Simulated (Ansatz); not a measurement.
**Structure relaxation of RbBr**

The calculation used DFT PBE, scalar-relativistic, plane waves, PAW in Ansatz. Cutoff 420 eV, Γ-centred k mesh, Gaussian smearing, no spin polarisation in the final step.

RbBr was placed on the nickel arsenide structure type (P6_3/mmc, No. 194), with Rb in place of Ni, Br in place of As, at a guessed volume.

```
Rb Br
1.0
     5.04325    0.00000    0.00000
    -2.52163    4.36759    0.00000
     0.00000    0.00000    7.20465
Rb Br
2 2
Direct
  0.00000 0.00000 0.00000
  0.00000 0.00000 0.50000
  0.33333 0.66667 0.25000
  0.66667 0.33333 0.75000
```

Cell and atoms relax at zero pressure; the relaxation can't lower the symmetry of the start.

Energies over the elements count from the elements' standard structures at the same level, with no empirical corrections.

Q: Which crystal results?

A: It keeps P6_3/mmc (No. 194). The result has the nickel arsenide (Rb on Ni sites) structure. Conventional cell: a = 4.846 Å, c = 8.507 Å. Around Rb lie 6 Br at 3.51 Å; Br is coordinated by 6 Rb at 3.51 Å.

```
Rb Br
1.0
     4.84586    0.00000    0.00000
    -2.42293    4.19664    0.00000
     0.00000    0.00000    8.50680
Rb Br
2 2
Direct
  0.00000 0.00000 0.00000
  0.00000 0.00000 0.50000
  0.33333 0.66667 0.25000
  0.66667 0.33333 0.75000
```

Q: What are its volume, energy, density and gap?

A: The volume per atom is 43.25 Å³. The density is 3.17 g/cm³ and the energy over the elements is -1.745 eV/atom. The gap on the 6×6×4 mesh is 4.14 eV.

The final run used a 6×6×4 mesh on its 4-atom cell and 0.02 eV smearing. A later test with randomly moved atoms came back to it.

This form isn't the usual stable structure of the compound.

Cost: 5 runs of about 1.8 core-minutes in all, on Arm Neoverse V2 (shared hosts).